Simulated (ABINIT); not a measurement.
# InP (Fm-3m) in ABINIT: notebook, part 2 of 2

ABINIT 10.8.3 (patched build). The steps go on from the part before.

### Step 3. Single point, PBEsol

Contents of run.abi:

```
pp_dirpath "./"
pseudos "In.upf, P.upf"

acell 3*1.0
rprim
     0.0000000000     5.2323379446     5.2323379446
     5.2323379446     0.0000000000     5.2323379446
     5.2323379446     5.2323379446     0.0000000000
ntypat 2
znucl 49 15
natom 2
typat 1 2
xred
     0.0000000000     0.0000000000     0.0000000000
     0.5000000000     0.5000000000     0.5000000000

ecut 31.0

kptopt 1
ngkpt 6 6 6
nshiftk 1
shiftk 0.0 0.0 0.0

ixc -116133

nband 13
occopt 3
tsmear 0.05 eV

nstep 100
tolvrs 1.0e-10

iomode 3
prtwf 0
prtden 0
prteig 0
prtebands 0
```

Potentials or basis: PseudoDojo NC SR PBEsol v0.4.1 standard.

Command:

```
$ abinit run.abi > log 2>&1
```

run.abo:

```text
.Version 10.8.3 of ABINIT
 Symmetries : space group Fm -3 m (#225); Bravais cF (face-center cubic)
================================================================================
 Values of the parameters that define the memory need of the present run
     intxc =       0    ionmov =       0      iscf =       7    lmnmax =       6
     lnmax =       6     mgfft =      40  mpssoang =       3    mqgrid =    3001
     natom =       2  nloc_mem =       1    nspden =       1   nspinor =       1
    nsppol =       1      nsym =      48    n1xccc =    2501    ntypat =       2
    occopt =       3   xclevel =       2
       mpw =        2373          nfft =       64000          nkpt =          16
================================================================================
================================================================================

--------------------------------------------------------------------------------
------------- Echo of variables that govern the present computation ------------
--------------------------------------------------------------------------------
 -outvars: echo values of preprocessed input variables --------
            acell      1.0000000000E+00  1.0000000000E+00  1.0000000000E+00 Bohr
              amu      1.14820000E+02  3.09737620E+01
             ecut      3.10000000E+01 Hartree
              ixc     -116133
         kptrlatt        6    0    0      0    6    0      0    0    6
          kptrlen      4.43978597E+01
            natom           2
            nband          13
            ngfft          40      40      40
             nkpt          16
            nstep         100
             nsym          48
           ntypat           2
           occopt           3
           prtden           0
        prtebands           0
           prteig           0
            prtwf           0
            rprim      0.0000000000E+00  5.2323379446E+00  5.2323379446E+00
                       5.2323379446E+00  0.0000000000E+00  5.2323379446E+00
                       5.2323379446E+00  5.2323379446E+00  0.0000000000E+00
          spgroup         225
           tolvrs      1.00000000E-10
           tsmear      1.83746611E-03 Hartree
            typat      1  2
           xangst      0.0000000000E+00  0.0000000000E+00  0.0000000000E+00
                       2.7688339981E+00  2.7688339981E+00  2.7688339981E+00
            xcart      0.0000000000E+00  0.0000000000E+00  0.0000000000E+00
                       5.2323379446E+00  5.2323379446E+00  5.2323379446E+00
             xred      0.0000000000E+00  0.0000000000E+00  0.0000000000E+00
                       5.0000000000E-01  5.0000000000E-01  5.0000000000E-01
            znucl       49.00000   15.00000

================================================================================

 chkinp: Checking input parameters for consistency.

================================================================================
== DATASET  1 ==================================================================

--- !DatasetInfo
iteration_state: {dtset: 1, }
dimensions: {natom: 2, nkpt: 16, mband: 13, nsppol: 1, nspinor: 1, nspden: 1, mpw: 2373, }
cutoff_energies: {ecut:  31.0, pawecutdg:  -1.0, }
electrons: {nelect:   1.80000000E+01, charge:   0.00000000E+00, occopt:   3.00000000E+00, tsmear:   1.83746611E-03, }
meta: {optdriver: 0, ionmov: 0, optcell: 0, iscf: 7, paral_kgb: 0, }
...

 Real(R)+Recip(G) space primitive vectors, cartesian coordinates (Bohr,Bohr^-1):
 R(1)=  0.0000000  5.2323379  5.2323379  G(1)= -0.0955596  0.0955596  0.0955596
 R(2)=  5.2323379  0.0000000  5.2323379  G(2)=  0.0955596 -0.0955596  0.0955596
 R(3)=  5.2323379  5.2323379  0.0000000  G(3)=  0.0955596  0.0955596 -0.0955596
 Unit cell volume ucvol=  2.8649520E+02 bohr^3
 Angles (23,13,12)=  6.00000000E+01  6.00000000E+01  6.00000000E+01 degrees

 getcut: wavevector=  0.0000  0.0000  0.0000  ngfft=  40  40  40
         ecut(hartree)=     31.000   => boxcut(ratio)=   2.15677

[... 45 lines left out ...]
- [  5.2323379,   5.2323379,   0.0000000, ]
lattice_lengths: [   7.39964,    7.39964,    7.39964, ]
lattice_angles: [ 60.000,  60.000,  60.000, ] # degrees, (23, 13, 12)
lattice_volume:   2.8649520E+02
convergence: {deltae: -4.178E-12, res2:  1.193E-11, residm:  3.772E-05, diffor: null, }
etotal    :  -7.32204705E+01
entropy   :   0.00000000E+00
fermie    :   2.25946172E-01
cartesian_stress_tensor: # hartree/bohr^3
- [  1.24468518E-04,   0.00000000E+00,   0.00000000E+00, ]
- [  0.00000000E+00,   1.24468518E-04,   0.00000000E+00, ]
- [  0.00000000E+00,   0.00000000E+00,   1.24468518E-04, ]
pressure_GPa:  -3.6620E+00
xred      :
- [  0.0000E+00,   0.0000E+00,   0.0000E+00, In]
- [  5.0000E-01,   5.0000E-01,   5.0000E-01,  P]
cartesian_forces: # hartree/bohr
- [ -0.00000000E+00,  -0.00000000E+00,  -0.00000000E+00, ]
- [ -0.00000000E+00,  -0.00000000E+00,  -0.00000000E+00, ]
force_length_stats: {min:   0.00000000E+00, max:   0.00000000E+00, mean:   0.00000000E+00, }
...

 Integrated electronic density in atomic spheres:
 ------------------------------------------------
 Atom  Sphere_radius  Integrated_density
    1        2.00000          9.85854069
    2        2.00000          2.65950228
================================================================================

 ----iterations are completed or convergence reached----

 Mean square residual over all n,k,spin=   18.984E-08; max=  37.716E-06
 reduced coordinates (array xred) for    2 atoms
       0.000000000000      0.000000000000      0.000000000000
       0.500000000000      0.500000000000      0.500000000000
 rms dE/dt=  0.0000E+00; max dE/dt=  0.0000E+00; dE/dt below (all hartree)
    1       0.000000000000      0.000000000000      0.000000000000
    2       0.000000000000      0.000000000000      0.000000000000

 cartesian coordinates (angstrom) at end:
    1      0.00000000000000     0.00000000000000     0.00000000000000
    2      2.76883399814695     2.76883399814695     2.76883399814695

 cartesian forces (hartree/bohr) at end:
    1     -0.00000000000000    -0.00000000000000    -0.00000000000000
    2     -0.00000000000000    -0.00000000000000    -0.00000000000000
 frms,max,avg= 0.0000000E+00 0.0000000E+00   0.000E+00  0.000E+00  0.000E+00 h/b

 cartesian forces (eV/Angstrom) at end:
    1     -0.00000000000000    -0.00000000000000    -0.00000000000000
    2     -0.00000000000000    -0.00000000000000    -0.00000000000000
 frms,max,avg= 0.0000000E+00 0.0000000E+00   0.000E+00  0.000E+00  0.000E+00 e/A
 length scales=  1.000000000000  1.000000000000  1.000000000000 bohr
              =  0.529177210544  0.529177210544  0.529177210544 angstroms
 Fermi (or HOMO) energy (hartree) =   0.22595   Average Vxc (hartree)=  -0.39401
 Eigenvalues (hartree) for nkpt=  16  k points:
 kpt#   1, nband= 13, wtk=  0.00463, kpt=  0.0000  0.0000  0.0000 (reduced coord)
  -0.29323   -0.29323   -0.29245   -0.29245   -0.29245   -0.21602    0.21619    0.21619
   0.21619    0.24297    0.48493    0.48493    0.48493
      occupation numbers for kpt#   1
   2.00000    2.00000    2.00000    2.00000    2.00000    2.00000    1.99014    1.99014
   1.99014    0.00019    0.00000    0.00000    0.00000
 prteigrs : prtvol=0 or 1, do not print more k-points.

--- !EnergyTerms
iteration_state     : {dtset: 1, }
comment             : Components of total free energy in Hartree
kinetic             :  4.43333194517996E+01
hartree             :  1.54024001536399E+01
xc                  : -2.18657798530267E+01
Ewald energy        : -4.92671024084182E+01
psp_core            :  2.04141981030723E+00
local_psp           : -5.01242923986742E+01
non_local_psp       : -1.37399669288484E+01
internal            : -7.32200021732208E+01
'-kT*entropy'       : -4.68333913239853E-04
total_energy        : -7.32204705071341E+01
total_energy_eV     : -1.99243050408209E+03
band_energy         : -2.48221848908988E+00
...

 Cartesian components of stress tensor (hartree/bohr^3)
  sigma(1 1)=  1.24468518E-04  sigma(3 2)=  0.00000000E+00
  sigma(2 2)=  1.24468518E-04  sigma(3 1)=  0.00000000E+00
  sigma(3 3)=  1.24468518E-04  sigma(2 1)=  0.00000000E+00

-Cartesian components of stress tensor (GPa)         [Pressure= -3.6620E+00 GPa]
- sigma(1 1)=  3.66199023E+00  sigma(3 2)=  0.00000000E+00
- sigma(2 2)=  3.66199023E+00  sigma(3 1)=  0.00000000E+00
- sigma(3 3)=  3.66199023E+00  sigma(2 1)=  0.00000000E+00

== END DATASET(S) ==============================================================
================================================================================

 -outvars: echo values of variables after computation  --------
            acell      1.0000000000E+00  1.0000000000E+00  1.0000000000E+00 Bohr
           etotal     -7.3220470507E+01
            fcart     -0.0000000000E+00 -0.0000000000E+00 -0.0000000000E+00
                      -0.0000000000E+00 -0.0000000000E+00 -0.0000000000E+00
            rprim      0.0000000000E+00  5.2323379446E+00  5.2323379446E+00
                       5.2323379446E+00  0.0000000000E+00  5.2323379446E+00
                       5.2323379446E+00  5.2323379446E+00  0.0000000000E+00
           strten      1.2446851818E-04  1.2446851818E-04  1.2446851818E-04
                       0.0000000000E+00  0.0000000000E+00  0.0000000000E+00
           xangst      0.0000000000E+00  0.0000000000E+00  0.0000000000E+00
                       2.7688339981E+00  2.7688339981E+00  2.7688339981E+00
             xred      0.0000000000E+00  0.0000000000E+00  0.0000000000E+00
                       5.0000000000E-01  5.0000000000E-01  5.0000000000E-01
 Calculation completed.
```

Run time: 18 s. Hardware: 1 thread of Arm Neoverse V1, shared host; peak memory 0.07 GiB.

What came out:

```yaml
Free_energy: -1992.4305 eV
Pressure: -3.7 GPa
Band_gap_on_the_k_mesh: none (metal or under the smearing width)
Valence_electrons_inside_the_program's_atomic_spheres: In 9.86; P 2.66
```
